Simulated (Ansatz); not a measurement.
# TiAl$_{3}$: how the half-step-shifted k-point mesh moves the results

Theory: DFT PBE, scalar-relativistic, plane waves, PAW in Ansatz 0.2.0.

```
CELL_PARAMETERS angstrom
2.83968 0.00000 0.00000
0.00000 4.68126 0.00000
0.00000 0.00000 4.90074
ATOMIC_POSITIONS crystal
Ti 0.00000 0.50000 0.16592
Al 0.50000 0.50000 0.66727
Al 0.50000 0.00000 0.33091
Al 0.00000 0.00000 0.83590
```

```
plane-wave cutoff : 420 eV
occupation rule   : Gaussian smearing, 0.1 eV
spin treatment    : unpolarised
```

The atoms stay fixed while the half-step-shifted k-point mesh is varied. ΔE is the energy extrapolated to zero smearing, less that of the reference run (14×10×10 Γ-centred mesh, Gaussian smearing 0.1 eV). The cell isn't necessarily relaxed at this level. Pressure is positive in compression.

```tsv
shifted mesh	ΔE (meV/atom)	P (GPa)	largest change of a force component (eV/Å)	irreducible points
10×6×6	1.74	-0.05	0.020	45
12×8×8	-0.88	-0.05	0.006	96
14×8×8	?	?	?	?
```

(1) Fill in the withheld rows.

Results:

(1) The withheld rows:

```tsv
shifted mesh	ΔE (meV/atom)	P (GPa)	largest change of a force component (eV/Å)	irreducible points
14×8×8	0.87	-0.03	0.005	112
```

This form isn't the usual stable structure of the compound.

Cost: 3 runs of about 0.71 core-minutes in all, on AMD EPYC (Zen 3) (shared hosts).